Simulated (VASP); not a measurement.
Set up this calculation in VASP 6.6.1, as the native input.

```yaml
Task: relaxation of the atoms
Functional: LDA
Potentials_or_basis: VASP PAW LDA potentials, release 64 (Rb_sv)
Cutoff: 600 eV
k_mesh: 10 × 10 × 10
Occupations: methfessel-paxton, width 0.1 eV
Spin: no spin polarisation
Further_INCAR_settings: ALGO = Normal; EDIFF = 1e-07; IBRION = 2; EDIFFG = -0.01; NSW = 40
```

The structure of Rb lies in POSCAR:

```
Rb                                      
1.0
   -2.6920179977      2.6920179977      2.6920179977
    2.6920179977     -2.6920179977      2.6920179977
    2.6920179977      2.6920179977     -2.6920179977
  Rb            
     1
Direct
     0.0000000000000000    0.0000000000000000    0.0000000000000000
```

These files were run (other wordings do the same):

INCAR

```
PREC = Accurate ; ENCUT = 600
EDIFF = 1E-7 ; ISMEAR = 1
SIGMA = 0.1 ; LREAL = False
LASPH = True ; NELM = 80
ALGO = Normal ; ISIF = 2
LWAVE = False ; LCHARG = False
IBRION = 2 ; NSW = 40
EDIFFG = -0.01
```

KPOINTS

```
Automatic mesh
0
Gamma
  10 10 10
```

Potentials or basis: VASP PAW LDA potentials, release 64 (Rb_sv).

Launch:

```sh
$ cat potpaw_LDA.64/Rb_sv/POTCAR > POTCAR
$ mpirun -np 1 vasp_std > vasp.out
```

Results of the run:

| Quantity | Value |
| --- | --- |
| Pressure after relaxing | 0.0 GPa |
| Band gap on the k mesh | none (metal or under the smearing width) |

Caveat: the relaxation stopped at its first step, so nothing moved.

Wall time 20 s on 1 thread of Intel(R) Xeon(R) Platinum 8488C (Sapphire Rapids), on a shared host, peak memory 0.2 GiB.
